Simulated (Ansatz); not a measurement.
Runs of Ansatz 0.2.0 on Al2Cu (Khatyrkite). The structure is tetragonal, space group I4/mcm (No. 140). The conventional cell has a = 6.067 Å, b = 6.067 Å, c = 4.877 Å, α = 90.00°, β = 90.00°, γ = 90.00°. Cu (site symmetry 422) is surrounded by 2 Cu at 2.44 Å and 8 Al at 2.59 Å. Al (site symmetry m2m) is surrounded by 4 Cu at 2.59 Å and 3 Al at 2.71 to 2.90 Å. 

| task | level | cell | cutoff (eV) | points for each segment of the path | gap on the mesh (eV) | pressure (GPa) | relaxed volume (Å³/atom) | largest force (eV/Å) |
| --- | --- | --- | --- | --- | --- | --- | --- | --- |
| relaxation of cell and atoms | PBEsol+D3(BJ)+ATM | relaxed | 420 | - | none | 0.0 | 14.00 | - |
| relaxation of cell and atoms | PBEsol+D4 | relaxed | 420 | - | none | 0.0 | 14.14 | - |
| relaxation of cell and atoms | PBE | relaxed | 420 | - | none | 0.0 | 14.92 | - |
| band structure | PBEsol | as given | 420 | 14 | none | -3.5 | - | 0.07 |
| band structure | LDA | as given | 420 | 14 | none | -6.4 | - | 0.10 |
| band structure | BLYP | as given | 420 | 14 | none | 3.9 | - | 0.08 |
| relaxation of cell and atoms | PBEsol | relaxed | 420 | - | none | 0.0 | 14.46 | - |
| band structure | r2SCAN | as given | 500 | 14 | none | -3.9 | - | (a) |
| band structure | revPBE | as given | 420 | 14 | none | (b) | - | 0.02 |
| relaxation of cell and atoms | PBEsol+D3(BJ) | relaxed | 420 | - | none | 0.0 | 13.91 | - |
| relaxation of cell and atoms | r2SCAN | relaxed | 500 | - | none | 0.0 | 14.41 | - |

Alike in all rows: potentials or basis Ansatz PAW; no spin polarisation; k mesh 7 × 7 × 7; smearing fermi-dirac 0.05 eV.

**Question.** Fill in the values left out.

**Answer.** (a) 0.09; (b) 1.5.

Caveats: the PAW data sets come from PBE, with cores solved anew for the run's functional, which leaves a small shift of forces and pressure (some runs); the plane-wave basis is chosen anew once the cell has moved, so the energies of steps on either side of that aren't comparable (some runs); pairwise dispersion overbinds metals, which lowers pressure and volume (some runs); the potentials were made for another functional, which shifts forces and pressure (some runs).

A k mesh can miss the band edges.

A gap of «none» marks a metal or a gap under the smearing width.

Not every run made on this cell is shown here.
